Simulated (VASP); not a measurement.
Wanted: the native input for a VASP 6.6.1 run.

| Item | Value |
| --- | --- |
| Task | single point |
| Functional | PBE |
| Potentials or basis | VASP PAW PBE potentials, release 64 (Pb_d, S) |
| Cutoff | 520 eV |
| k mesh | 12 × 12 × 10 |
| Occupations | gaussian, width 0.1 eV |
| Spin | no spin polarisation |
| Dipole correction | no |
| Further INCAR settings | ALGO = Fast; EDIFF = 1e-07; NBANDS = 17 |

The structure of PbS lies in POSCAR:

```
PbS
1.0
    4.0896976867      0.0000000000      0.0000000000
   -2.0448488433      3.5417820905      0.0000000000
    0.0000000000      0.0000000000      3.7881670000
Pb S
1 1
Direct
    0.0000000000      0.0000000000      0.0000000000
    0.6666666700      0.3333333300      0.5395969871
```

Measurements of this composition are mostly on another form, of space group No. 225.

The cell isn't the ideal one: one atom moved.

These files were run (other wordings do the same):

INCAR

```
  PREC = Accurate
  ENCUT = 520
  EDIFF = 1E-7
  ISMEAR = 0
  SIGMA = 0.1
  LREAL = F
  LASPH = T
  NELM = 100
  ALGO = Fast
  ISIF = 2
  LWAVE = F
  LCHARG = F
  GGA = PE
  NBANDS = 17
```

KPOINTS

```
Automatic mesh
0
Gamma
  12 12 10
```

Potentials or basis: VASP PAW PBE potentials, release 64 (Pb_d, S).

The run is started by

```console
$ cat potpaw_PBE.64/Pb_d/POTCAR potpaw_PBE.64/S/POTCAR > POTCAR
$ mpirun -np 1 vasp_std > vasp.out
```

It gave:

The pressure is 0.3 GPa and the largest force is 0.123 eV/Å. The band gap on the k mesh is none (metal or under the smearing width).

It took 120 s on 1 thread of Intel(R) Xeon(R) Platinum 8488C (Sapphire Rapids), with other jobs on the host, peak memory 0.27 GiB.
